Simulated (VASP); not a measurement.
Write the native input for VASP 6.6.1 that does the following.

```yaml
Task: relaxation of cell and atoms
Functional: PBE
Potentials_or_basis: VASP PAW PBE potentials, release 64 (Ru_pv)
Cutoff: 600 eV
k_mesh: 15 × 15 × 9
Occupations: methfessel-paxton, width 0.1 eV
Spin: no spin polarisation
Further_INCAR_settings: ALGO = Normal; EDIFF = 1e-06; IBRION = 2; EDIFFG = -0.01; NSW = 90; ISIF = 3
```

The structure of Ru lies in POSCAR:

```
Ru
1.0
    2.7058000000      0.0000000000      0.0000000000
   -1.3529000000      2.3432915376      0.0000000000
    0.0000000000      0.0000000000      4.2819000000
Ru
2
Direct
    0.3333333333      0.6666666667      0.2500000000
    0.6666666667      0.3333333333      0.7500000000
```

These files were run (other wordings do the same):

INCAR

```
ALGO     = Normal         # electronic algorithm
EDIFF    = 1E-6           # SCF threshold, eV
EDIFFG   = -0.01          # ionic threshold
ENCUT    = 600            # plane-wave cutoff, eV
GGA      = PE             # functional
IBRION   = 2              # ionic algorithm
ISIF     = 3              # what is computed and relaxed
ISMEAR   = 1              # smearing method
LASPH    = True           # aspherical terms in the spheres
LCHARG   = False          # write CHGCAR
LREAL    = False          # projectors in reciprocal space
LWAVE    = False          # write WAVECAR
NELM     = 80             # most SCF steps
NSW      = 90             # ionic steps
PREC     = Accurate       # precision mode
SIGMA    = 0.1            # smearing width, eV
```

KPOINTS

```
k-points
0
Gamma
  15 15 9
```

Potentials or basis: VASP PAW PBE potentials, release 64 (Ru_pv).

Command:

```sh
$ cat potpaw_PBE.64/Ru_pv/POTCAR > POTCAR
$ mpirun -np 1 vasp_std > vasp.out
```

Results of the run:

```yaml
Relaxed_volume: 13.75 Å³/atom
Relaxed_cell: a = 2.718 Å, b = 2.718 Å, c = 4.301 Å, α = 90.00°, β = 90.00°, γ = 120.00°
Space_group_after_relaxing_to_0.05_Å: P6_3/mmc (No. 194)
Energy_gained_by_relaxing: 2.4 meV/atom
Ionic_steps: 4
Pressure_after_relaxing: 0.0 GPa
Band_gap_on_the_k_mesh: none (metal or under the smearing width)
```

Run time: 100 s on 1 thread of Intel(R) Xeon(R) Platinum 8375C CPU @ 2.90GHz (Ice Lake), on a shared host, peak memory 0.21 GiB.
